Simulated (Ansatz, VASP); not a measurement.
# BeS: VASP beside Ansatz

File INCAR:

```
PREC = Accurate ; ENCUT = 520
EDIFF = 1E-7 ; ISMEAR = 0
SIGMA = 0.02 ; LREAL = F
LASPH = T ; NELM = 100
ALGO = Normal ; ISIF = 2
LWAVE = F ; LCHARG = T
GGA = PE ; LELF = T
LVHAR = T ; NBANDS = 11
```

KPOINTS

```
regular mesh
0
Gamma
  8 8 8
```

Contents of POSCAR:

```
BeS
1.0
    0.0000000000      2.3881515132      2.3881515132
    2.3881515132      0.0000000000      2.3881515132
    2.3881515132      2.3881515132      0.0000000000
Be S
1 1
Direct
    0.0000000000      0.0000000000      0.0000000000
    0.2500000000      0.2500000000      0.2500000000
```

Input for Ansatz:

```yaml
crystal:
  lattice:
    - [0.0, 2.3881515132, 2.3881515132]
    - [2.3881515132, 0.0, 2.3881515132]
    - [2.3881515132, 2.3881515132, 0.0]
  atoms:
    - { symbol: Be, position: [0.0, 0.0, 0.0] }
    - { symbol: S, position: [0.25, 0.25, 0.25] }
basis:
  ecutwfc: 420
kpoints:
  mp_grid: { grid: [8, 8, 8] }
hamiltonian:
  xc: pbe
scf:
  occupations: { method: gaussian, width: 0.02 }
output:
  forces: true
  stress: true
  eigenvalues: true
```

Alike in both runs: task single point; functional PBE; k mesh 8 × 8 × 8; occupations gaussian, width 0.02 eV; no spin polarisation.

|  | VASP | Ansatz |
| --- | --- | --- |
| version | VASP 6.6.1 | Ansatz 0.2.0 |
| potentials or method | VASP PAW PBE potentials, release 64 (Be, S) | scalar-relativistic, plane waves, PAW |
| plane-wave cutoff (eV) | 520 | 420 |
| valence electrons in the cell | 8 | 8 |

```tsv
	VASP	Ansatz	Ansatz less VASP
gap on the k mesh at the Fermi level (eV)	3.00	3.00	-0.001
least direct gap on the mesh (eV)	5.65	5.63	-0.019
pressure (GPa)	6.5	6.5	0.00
```

A k mesh can miss the band edges. Expect the measured gap to be larger: semilocal functionals such as PBE lack the derivative discontinuity.
